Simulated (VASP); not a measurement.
# MnS (Fm-3m) in VASP: single point with PBE

Aim: the single point of MnS with PBE.

All numbers are computed with VASP 6.6.1; they aren't measurements. Logs are shortened: lines on timing, memory, paths and dates and some standing lists are left out, and cuts for length are marked.

### Step 1. Starting point

Symmetry: Fm-3m, No. 225, cubic system. The conventional cell has a = 5.224 Å, b = 5.224 Å, c = 5.224 Å, α = 90.00°, β = 90.00°, γ = 90.00°. Around Mn (site symmetry m-3m) lie 6 S at 2.61 Å. Around S (site symmetry m-3m) lie 6 Mn at 2.61 Å.

### Step 2. Single point, PBE, collinear spin, ferromagnetic start

File INCAR:

```
SYSTEM = MnS
PREC     = Accurate       ! precision mode
ENCUT    = 520            ! plane-wave cutoff, eV
EDIFF    = 1E-6           ! SCF threshold, eV
ISMEAR   = 0              ! smearing method
SIGMA    = 0.05           ! smearing width, eV
LREAL    = .False.        ! projectors in reciprocal space
LASPH    = .True.         ! aspherical terms in the spheres
NELM     = 120            ! most SCF steps
ALGO     = Normal         ! electronic algorithm
ISIF     = 2              ! what is computed and relaxed
LWAVE    = .False.        ! write WAVECAR
LCHARG   = .False.        ! write CHGCAR
ISPIN    = 2              ! spin polarisation
MAGMOM   = 4 0            ! initial moments
LORBIT   = 11             ! projections on sites
NUPDOWN  = 4              ! fixed moment
LMAXMIX  = 4              ! l up to which the mixer works
GGA      = PE             ! functional
```

File KPOINTS:

```
Automatic mesh
0
Gamma
  6 6 6
  0 0 0
```

File POSCAR:

```
MnS
1.0
    0.0000000000      2.6122498900      2.6122498900
    2.6122498900      0.0000000000      2.6122498900
    2.6122498900      2.6122498900      0.0000000000
Mn S
1 1
Direct
    0.0000000000      0.0000000000      0.0000000000
    0.5000000000      0.5000000000      0.5000000000
```

Potentials or basis: VASP PAW PBE potentials, release 64 (Mn_pv, S).

The run is started by

```bash
$ cat potpaw_PBE.64/Mn_pv/POTCAR potpaw_PBE.64/S/POTCAR > POTCAR
$ mpirun -np 1 vasp_std > vasp.out
```

OUTCAR:

```text
SYSTEM = MnS
   PREC = Accurate
   ENCUT = 520
   EDIFF = 1E-6
   ISMEAR = 0
   LREAL = .False.
   LASPH = .True.
   NELM = 120
   ISIF = 2
   ISPIN = 2
   LORBIT = 11
   NUPDOWN = 4
   GGA = PE

 ion  position               nearest neighbor table
   1  0.000  0.000  0.000-   2 2.61   2 2.61   2 2.61   2 2.61   2 2.61   2 2.61
   2  0.500  0.500  0.500-   1 2.61   1 2.61   1 2.61   1 2.61   1 2.61   1 2.61

  LATTYP: Found a face centered cubic cell.
 ALAT       =     5.2244997800

  Lattice vectors:

 A1 = (   0.0000000000,   2.6122498900,   2.6122498900)
 A2 = (   2.6122498900,   0.0000000000,   2.6122498900)
 A3 = (   2.6122498900,   2.6122498900,   0.0000000000)

Analysis of symmetry for initial positions (statically):
=====================================================================
 Subroutine PRICEL returns:
 Original cell was already a primitive cell.

 Routine SETGRP: Setting up the symmetry group for a
 face centered cubic supercell.

 Subroutine GETGRP returns: Found 48 space group operations
 (whereof 48 operations were pure point group operations)
 out of a pool of 48 trial point group operations.

The static configuration has the point symmetry O_h .

Analysis of symmetry for dynamics (positions and initial velocities):
=====================================================================
 Subroutine PRICEL returns:
 Original cell was already a primitive cell.

 Routine SETGRP: Setting up the symmetry group for a
 face centered cubic supercell.

 Subroutine GETGRP returns: Found 48 space group operations
 (whereof 48 operations were pure point group operations)
 out of a pool of 48 trial point group operations.

The dynamic configuration has the point symmetry O_h .

Analysis of structural, dynamic, and magnetic symmetry:
=====================================================================
 Subroutine PRICEL returns:
 Original cell was already a primitive cell.

 Routine SETGRP: Setting up the symmetry group for a
 face centered cubic supercell.

 Subroutine GETGRP returns: Found 48 space group operations
 (whereof 48 operations were pure point group operations)
 out of a pool of 48 trial point group operations.

The overall configuration has the point symmetry O_h .

 Subroutine INISYM returns: Found 48 space group operations
 (whereof 48 operations are pure point group operations),
 and found     1 'primitive' translations

----------------------------------------------------------------------------------------

                                     Primitive cell

  volume of cell :      35.6512

  direct lattice vectors                    reciprocal lattice vectors
     0.000000000  2.612249890  2.612249890    -0.191405884  0.191405884  0.191405884
     2.612249890  0.000000000  2.612249890     0.191405884 -0.191405884  0.191405884
     2.612249890  2.612249890  0.000000000     0.191405884  0.191405884 -0.191405884

  length of vectors
     3.694279223  3.694279223  3.694279223     0.331524716  0.331524716  0.331524716

  position of ions in fractional coordinates (direct lattice)
     0.000000000  0.000000000  0.000000000
     0.500000000  0.500000000  0.500000000

  ion indices of the primitive-cell ions
   primitive index   ion index
                 1           1
                 2           2

----------------------------------------------------------------------------------------

 KPOINTS: Automatic mesh

Automatic generation of k-mesh.
 Grid dimensions read from file:
 generate k-points for:    6    6    6

 Generating k-lattice:

  Cartesian coordinates                     Fractional coordinates (reciprocal lattice)
    -0.031900981  0.031900981  0.031900981     0.166666667  0.000000000  0.000000000
     0.031900981 -0.031900981  0.031900981     0.000000000  0.166666667  0.000000000
     0.031900981  0.031900981 -0.031900981     0.000000000  0.000000000  0.166666667

  Length of vectors
     0.055254119  0.055254119  0.055254119

  Shift w.r.t. Gamma in fractional coordinates (k-lattice)
     0.000000000  0.000000000  0.000000000

 Subroutine IBZKPT returns following result:
[... 32 lines left out ...]
   ISTART =      0    job   : 0-new  1-cont  2-samecut
   ICHARG =      2    charge: 1-file 2-atom 10-const
   ISPIN  =      2    spin polarized calculation?
   LNONCOLLINEAR =      F non collinear calculations
   LSORBIT =      F    spin-orbit coupling
   LASPH  =      T    aspherical Exc in radial PAW
   ENCUT  =  520.0 eV  38.22 Ry    6.18 a.u.   6.87  6.87  6.87*2*pi/ulx,y,z
   NELM   =    120;   NELMIN=  2; NELMDL= -5     # of ELM steps
   EDIFF  = 0.1E-05   stopping-criterion for ELM
   LREAL  =      F    real-space projection
   EDIFFG = 0.1E-04   stopping-criterion for IOM
   NSW    =      0    number of steps for IOM
   IBRION =     -1    ionic relax: 0-MD 1-quasi-New 2-CG
   NFREE  =      0    steps in history (QN), initial steepest desc. (CG)
   ISIF   =      2    stress and relaxation
   ISYM   =      2    0-nonsym 1-usesym 2-fastsym
   POTIM  = 0.5000    time-step for ionic-motion
   TEBEG  =    0.0;   TEEND  =   0.0 temperature during run
   PSTRESS=    0.0 pullay stress
   NELECT =      19.0000    total number of electrons
   NUPDOWN=       4.0000    fix difference up-down
   EMIN   =  10.00;   EMAX   =-10.00  energy-range for DOS
   EFERMI =   0.00;   METHOD = LEGACY
   ISMEAR =     0;   SIGMA  =   0.05  broadening in eV -4-tet -1-fermi 0-gaus
   EFERMI_NEDOS =   21; number of points for ismear=-14 and -15
   IALGO  =     38    algorithm
   IMIX   =      4    mixing-type and parameters
     AMIX     =   0.40;   BMIX     =  1.00
     AMIX_MAG =   1.60;   BMIX_MAG =  1.00
  volume/ion in A,a.u.               =      17.83       120.29
  Fermi-wavevector in a.u.,A,eV,Ry     =   1.327297  2.508227 23.969605  1.761716
  Thomas-Fermi vector in A             =   2.456619
   LORBIT       =     11    0 simple, 1 ext, 2 COOP (PROOUT), +10 PAW based schemes
   GGA     = PE    functional components
   LHFCALC =     F    Hartree Fock is set to
   AEXX    =    0.0000 exact exchange contribution
   IVDW    =     0    specifies the selected vdW correction
   LEPSILON=     F    determine dielectric tensor
   LRPA    =     F    only Hartree local field effects (RPA)
 spin polarized calculation
 Gauss-broadening in eV      SIGMA  =   0.05
  energy-cutoff  :      520.00
  volume of cell :       35.65
 maximum number of plane-waves:       982
   NGX = 13   NGY = 13   NGZ = 13

 number of electron      18.9999986 magnetization       3.9999995

 Free energy of the ion-electron system (eV)
  ---------------------------------------------------
  ext. energy  EPLUGINS =         0.00000000
  ---------------------------------------------------
  free energy    TOTEN  =       -13.85543405 eV

  energy without entropy =      -13.84920462  energy(sigma->0) =      -13.85231934

 E-fermi :   6.9068     XC(G=0): -10.6295

 val. band max:        6.8842468229   @ k =   0.1667   0.1667   0.0000
 cond. band min:       5.9874014400   @ k =   0.5000   0.1667   0.0000
 fundamental gap:     -0.8968453829
 Fermi energy:         5.9765056942

 spin component 1

 k-point     1 :       0.0000    0.0000    0.0000
  band No.  band energies     occupation
      1     -43.8196      1.00000
      2     -43.8196      1.00000
      3     -43.8196      1.00000
      4      -8.0506      1.00000
      5       3.4634      1.00000
      6       3.4634      1.00000
      7       3.4634      1.00000
      8       3.5477      1.00000
      9       3.5477      1.00000
     10       4.5891      1.00000
     11       4.5891      1.00000
     12       4.5891      1.00000
     13       8.2213      0.00000
     14      15.1824      0.00000
[... 256 lines left out ...]
      1     -43.8257      1.00000
      2     -43.8236      1.00000
      3     -43.8226      1.00000
      4      -6.5667      1.00000
      5       0.9583      1.00000
      6       1.7790      1.00000
      7       1.7943      1.00000
      8       3.9342      1.00000
      9       4.1250      1.00000
     10       4.1662      1.00000
     11       4.3409      1.00000
     12       4.6757      1.00000
     13       9.4664      0.00000
     14      12.7923      0.00000
     15      14.6849      0.00000
 Fermi energy:         6.9067810360

 spin component 2

 k-point     1 :       0.0000    0.0000    0.0000
  band No.  band energies     occupation
      1     -39.7868      1.00000
      2     -39.7868      1.00000
      3     -39.7868      1.00000
      4      -7.9538      1.00000
      5       4.6171      1.00000
      6       4.6171      1.00000
      7       4.6171      1.00000
      8       6.7124      1.00000
      9       6.7124      1.00000
     10       6.7124      1.00000
     11       6.7825      0.99978
     12       6.7825      0.99978
     13       9.0223      0.00000
     14      15.9653      0.00000
[... 257 lines left out ...]
      2     -39.7922      1.00000
      3     -39.7909      1.00000
      4      -6.5193      1.00000
      5       1.2006      1.00000
      6       2.2145      1.00000
      7       2.4193      1.00000
      8       6.7521      0.99999
      9       7.5378      0.00000
     10       7.7244      0.00000
     11       7.8881      0.00000
     12       7.9167      0.00000
     13      10.6988      0.00000
     14      13.6124      0.00000
     15      15.1543      0.00000

------------------------ aborting loop because EDIFF is reached ----------------------------------------

  FORCE on cell =-STRESS in cart. coord.  units (eV):
  Direction    XX          YY          ZZ          XY          YZ          ZX
  --------------------------------------------------------------------------------------
  -------------------------------------------------------------------------------------
  Total       -2.2631507     -2.2631507     -2.2631507      0.0000000      0.0000000     -0.0000000
  in kB     -101.7067789   -101.7067789   -101.7067789      0.0000000      0.0000000     -0.0000000
  external PRESSURE =    -101.7067789 kB  Pullay stress =       0.0000000 kB

 VOLUME and BASIS-vectors are now :
 -----------------------------------------------------------------------------
  energy-cutoff  :      520.00
  volume of cell :       35.65
      direct lattice vectors                 reciprocal lattice vectors
     0.000000000  2.612249890  2.612249890    -0.191405884  0.191405884  0.191405884
     2.612249890  0.000000000  2.612249890     0.191405884 -0.191405884  0.191405884
     2.612249890  2.612249890  0.000000000     0.191405884  0.191405884 -0.191405884

 POSITION                                       TOTAL-FORCE (eV/Angst)
 -----------------------------------------------------------------------------------
      0.00000      0.00000      0.00000        -0.000000     -0.000000      0.000000
      2.61225      2.61225      2.61225         0.000000      0.000000     -0.000000
 -----------------------------------------------------------------------------------
    total drift:                               -0.000000      0.000000      0.000000

  FREE ENERGIE OF THE ION-ELECTRON SYSTEM (eV)
  ---------------------------------------------------
  free  energy   TOTEN  =       -13.8554340469 eV

  energy  without entropy=      -13.8492046231  energy(sigma->0) =      -13.85231934

 total charge

# of ion       s       p       d       tot
------------------------------------------
    1        0.209   6.148   4.977  11.333
    2        1.332   2.350   0.000   3.682
--------------------------------------------------
tot          1.540   8.498   4.977  15.015

 magnetization (x)

# of ion       s       p       d       tot
------------------------------------------
    1        0.048   0.029   3.731   3.807
    2        0.019  -0.036   0.000  -0.017
--------------------------------------------------
tot          0.067  -0.007   3.731   3.790
```

Wall time 19 s (1 thread of Intel Xeon Platinum 8259CL at 2.50GHz (Skylake/Cascade Lake), shared host); peak memory 0.17 GiB.

Results:

- Free energy: -13.8554 eV
- Pressure: -10.2 GPa
- Net moment: 4.00 μB per cell
- Site moments: Mn +3.81; S -0.02 μB
- Valence electrons inside the program's atomic spheres: Mn 11.33; S 3.68

Caveat: the total moment is fixed, so each spin has its own Fermi level; a cell with one magnetic atom can't hold antiferromagnetic order, which such compounds often take.
